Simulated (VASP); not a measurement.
# Ag (P6_3/mmc) in VASP: single point with PBE

Aim: the single point of Ag with PBE.

Everything below comes from runs of VASP 6.6.1. Logs are shortened: lines on timing, memory, paths and dates and some standing lists are left out, and cuts for length are marked.

## Step 1: Starting point

It takes space group P6_3/mmc (No. 194, hexagonal). The conventional cell has a = 3.127 Å, b = 3.127 Å, c = 5.047 Å, α = 90.00°, β = 90.00°, γ = 120.00°. Ag (site symmetry -6m2) is surrounded by 12 Ag at 3.10 to 3.13 Å.

The cell was built by a generator and needn't be a form met in nature.

## Step 2: Single point, PBE

Input file INCAR:

```
  PREC = Accurate
  ENCUT = 520
  EDIFF = 1E-6
  ISMEAR = 0
  SIGMA = 0.1083
  LREAL = F
  LASPH = T
  NELM = 60
  ALGO = Fast
  ISIF = 2
  LWAVE = F
  LCHARG = F
  GGA = PE
  NBANDS = 18
```

Input file KPOINTS:

```
Automatic mesh
0
Gamma
  12 12 7
```

Input file POSCAR:

```
Ag
1.0
    1.5637180000      2.7084340000      0.0000000000
   -1.5637180000      2.7084340000      0.0000000000
    0.0000000000      0.0000000000      5.0473410000
Ag
2
Direct
    0.3333300000      0.3333400000      0.2500000000
    0.6666600000      0.6666700000      0.7500000000
```

Potentials or basis: VASP PAW PBE potentials, release 64 (Ag).

The run is started by

```
> cat potpaw_PBE.64/Ag/POTCAR > POTCAR
> mpirun -np 1 vasp_std > vasp.out
```

OUTCAR:

```text
PREC = Accurate
   ENCUT = 520
   EDIFF = 1E-6
   ISMEAR = 0
   LREAL = F
   LASPH = T
   NELM = 60
   ISIF = 2
   GGA = PE

 ion  position               nearest neighbor table
   1  0.333  0.333  0.250-   2 3.10   2 3.10   2 3.10   2 3.10   2 3.10   2 3.10
   2  0.667  0.667  0.750-   1 3.10   1 3.10   1 3.10   1 3.10   1 3.10   1 3.10

  LATTYP: Found a hexagonal cell.
 ALAT       =     3.1274316485
 C/A-ratio  =     1.6138933052

  Lattice vectors:

 A1 = (   1.5637180000,  -2.7084340000,   0.0000000000)
 A2 = (   1.5637180000,   2.7084340000,   0.0000000000)
 A3 = (   0.0000000000,   0.0000000000,   5.0473410000)

Analysis of symmetry for initial positions (statically):
=====================================================================
 Subroutine PRICEL returns:
 Original cell was already a primitive cell.

 Routine SETGRP: Setting up the symmetry group for a
 hexagonal supercell.

 Subroutine GETGRP returns: Found  8 space group operations
 (whereof  2 operations were pure point group operations)
 out of a pool of 24 trial point group operations.

The static configuration has the point symmetry C_2 .
 The point group associated with its full space group is D_2h.

Analysis of symmetry for dynamics (positions and initial velocities):
=====================================================================
 Subroutine PRICEL returns:
 Original cell was already a primitive cell.

 Routine SETGRP: Setting up the symmetry group for a
 hexagonal supercell.

 Subroutine GETGRP returns: Found  8 space group operations
 (whereof  2 operations were pure point group operations)
 out of a pool of 24 trial point group operations.

The dynamic configuration has the point symmetry C_2 .
 The point group associated with its full space group is D_2h.

 Subroutine INISYM returns: Found  8 space group operations
 (whereof  2 operations are pure point group operations),
 and found     1 'primitive' translations

----------------------------------------------------------------------------------------

                                     Primitive cell

  volume of cell :      42.7533

  direct lattice vectors                    reciprocal lattice vectors
[... 77 lines left out ...]
 SYSTEM =  unknown system
   PREC   = accura    normal or accurate (medium, high low for compatibility)
   ISTART =      0    job   : 0-new  1-cont  2-samecut
   ICHARG =      2    charge: 1-file 2-atom 10-const
   ISPIN  =      1    spin polarized calculation?
   LNONCOLLINEAR =      F non collinear calculations
   LSORBIT =      F    spin-orbit coupling
   LASPH  =      T    aspherical Exc in radial PAW
   ENCUT  =  520.0 eV  38.22 Ry    6.18 a.u.   5.81  5.81  9.38*2*pi/ulx,y,z
   NELM   =     60;   NELMIN=  2; NELMDL= -5     # of ELM steps
   EDIFF  = 0.1E-05   stopping-criterion for ELM
   LREAL  =      F    real-space projection
   EDIFFG = 0.1E-04   stopping-criterion for IOM
   NSW    =      0    number of steps for IOM
   IBRION =     -1    ionic relax: 0-MD 1-quasi-New 2-CG
   NFREE  =      0    steps in history (QN), initial steepest desc. (CG)
   ISIF   =      2    stress and relaxation
   ISYM   =      2    0-nonsym 1-usesym 2-fastsym
   POTIM  = 0.5000    time-step for ionic-motion
   TEBEG  =    0.0;   TEEND  =   0.0 temperature during run
   PSTRESS=    0.0 pullay stress
   NELECT =      22.0000    total number of electrons
   NUPDOWN=      -1.0000    fix difference up-down
   EMIN   =  10.00;   EMAX   =-10.00  energy-range for DOS
   EFERMI =   0.00;   METHOD = LEGACY
   ISMEAR =     0;   SIGMA  =   0.11  broadening in eV -4-tet -1-fermi 0-gaus
   EFERMI_NEDOS =   21; number of points for ismear=-14 and -15
   IALGO  =     68    algorithm
   IMIX   =      4    mixing-type and parameters
     AMIX     =   0.40;   BMIX     =  1.00
     AMIX_MAG =   1.60;   BMIX_MAG =  1.00
  volume/ion in A,a.u.               =      21.38       144.26
  Fermi-wavevector in a.u.,A,eV,Ry     =   1.311875  2.479085 23.415861  1.721017
  Thomas-Fermi vector in A             =   2.442307
   LORBIT       =      0    0 simple, 1 ext, 2 COOP (PROOUT), +10 PAW based schemes
   GGA     = PE    functional components
   LHFCALC =     F    Hartree Fock is set to
   AEXX    =    0.0000 exact exchange contribution
   IVDW    =     0    specifies the selected vdW correction
   LEPSILON=     F    determine dielectric tensor
   LRPA    =     F    only Hartree local field effects (RPA)
 non-spin polarized calculation
 RMM-DIIS sequential band-by-band and
 Gauss-broadening in eV      SIGMA  =   0.11
  energy-cutoff  :      520.00
  volume of cell :       42.75
 maximum number of plane-waves:      1170
   NGX = 11   NGY = 11   NGZ = 19

 number of electron      21.9999988 magnetization

 Free energy of the ion-electron system (eV)
  ---------------------------------------------------
  ext. energy  EPLUGINS =         0.00000000
  ---------------------------------------------------
  free energy    TOTEN  =        -5.16856587 eV

  energy without entropy =       -5.16481159  energy(sigma->0) =       -5.16668873

 E-fermi :   5.7133     XC(G=0): -10.9117

 val. band max:        5.6333819945   @ k =   0.2500   0.4167   0.4286
 cond. band min:       5.7315702423   @ k =  -0.0833   0.0833   0.1429
 fundamental gap:      0.0981882479
 Fermi energy:         5.7133147582

 k-point     1 :       0.0000    0.0000    0.0000
  band No.  band energies     occupation
      1      -0.5973      2.00000
      2       0.4857      2.00000
      3       1.5728      2.00000
      4       1.6141      2.00000
      5       1.6141      2.00000
      6       1.7755      2.00000
[... 481 lines left out ...]
      5       1.8320      2.00000
      6       1.8701      2.00000
[... 10 lines left out ...]
     17      16.6050      0.00000
     18      20.2002      0.00000

 [... further k-points ...]
[... 5 lines left out ...]
  --------------------------------------------------------------------------------------
  -------------------------------------------------------------------------------------
  Total       -2.5171135     -2.5170663     -2.6240541      0.0000000      0.0000000      0.0000000
  in kB      -94.3287437    -94.3269726    -98.3363382      0.0000000      0.0000000      0.0000000
  external PRESSURE =     -95.6640181 kB  Pullay stress =       0.0000000 kB

 VOLUME and BASIS-vectors are now :
 -----------------------------------------------------------------------------
  energy-cutoff  :      520.00
  volume of cell :       42.75
      direct lattice vectors                 reciprocal lattice vectors
     1.563718000  2.708434000  0.000000000     0.319750748  0.184608523  0.000000000
    -1.563718000  2.708434000  0.000000000    -0.319750748  0.184608523  0.000000000
     0.000000000  0.000000000  5.047341000     0.000000000  0.000000000  0.198124121

 POSITION                                       TOTAL-FORCE (eV/Angst)
 -----------------------------------------------------------------------------------
     -0.00002      1.80563      1.26184         0.000000     -0.000008      0.000000
     -0.00002      3.61124      3.78551         0.000000      0.000008     -0.000000
 -----------------------------------------------------------------------------------
    total drift:                               -0.000000     -0.000000     -0.000000

  FREE ENERGIE OF THE ION-ELECTRON SYSTEM (eV)
  ---------------------------------------------------
  free  energy   TOTEN  =        -5.1685658736 eV

  energy  without entropy=       -5.1648115924  energy(sigma->0) =       -5.16668873
```

OSZICAR:

```text
N       E                     dE             d eps       ncg     rms          rms(c)
DAV:   1     0.120224052058E+03    0.12022E+03   -0.11473E+04  6192   0.118E+03
DAV:   2    -0.354434552338E+01   -0.12377E+03   -0.11674E+03  6424   0.253E+02
DAV:   3    -0.550900015388E+01   -0.19647E+01   -0.19579E+01  7112   0.357E+01
DAV:   4    -0.551524248661E+01   -0.62423E-02   -0.62416E-02  6878   0.201E+00
DAV:   5    -0.551530027415E+01   -0.57788E-04   -0.57788E-04  6840   0.208E-01    0.424E+00
RMM:   6    -0.517392149873E+01    0.34138E+00   -0.96408E-01  6210   0.774E+00    0.299E+00
RMM:   7    -0.517058284056E+01    0.33387E-02   -0.13021E-02  6474   0.107E+00    0.191E+00
RMM:   8    -0.516857552344E+01    0.20073E-02   -0.12941E-03  6391   0.336E-01    0.180E-01
RMM:   9    -0.516854779799E+01    0.27725E-04   -0.15742E-04  6669   0.964E-02    0.515E-02
RMM:  10    -0.516856387619E+01   -0.16078E-04   -0.25980E-05  6689   0.434E-02    0.199E-02
RMM:  11    -0.516856590564E+01   -0.20295E-05   -0.53436E-06  5525   0.172E-02    0.422E-03
RMM:  12    -0.516856587363E+01    0.32009E-07   -0.59697E-07  4772   0.512E-03
   1 F= -.51685659E+01 E0= -.51666887E+01  d E =-.375428E-02
```

Wall time 56 s (1 thread of Intel Xeon Platinum 8488C (Sapphire Rapids), shared host); peak memory 0.23 GiB.

What came out:

```
Free energy            : -5.1686 eV
Pressure               : -9.6 GPa
Band gap on the k mesh : none (metal or under the smearing width)
```
